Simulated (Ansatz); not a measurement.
AlPt in Ansatz: the effect of functional

The system is AlPt.

```
Pt Al
1.0
     3.07080    0.00000    0.00000
     0.00000    3.07080    0.00000
     0.00000    0.00000    3.07080
Pt Al
1 1
Direct
  0.50000 0.50000 0.50000
  0.00000 0.00000 0.00000
```

Measurements of this composition are mostly on another form, of space group No. 198.

The cell isn't the ideal one: volume scaled by 0.98.

Alike in all runs:

- Program: Ansatz 0.2.0
- Task: single point
- Potentials or basis: Ansatz PAW
- k mesh: 9 × 9 × 9
- Occupations: fermi-dirac, width 0.05 eV
- Spin: no spin polarisation

```csv
functional,cutoff,pressure (GPa)
LDA,420 eV (not typed: the program's choice for these potentials),-6.3
PBEsol,420 eV (not typed: the program's choice for these potentials),?
r2SCAN,500 eV (not typed: the program's choice for these potentials),-0.9
```

Question: What does the run with functional PBEsol give?

Answer: Pressure -2.0 GPa.

Caveats: the PAW data sets come from PBE, with cores solved anew for the run's functional, which leaves a small shift of forces and pressure.
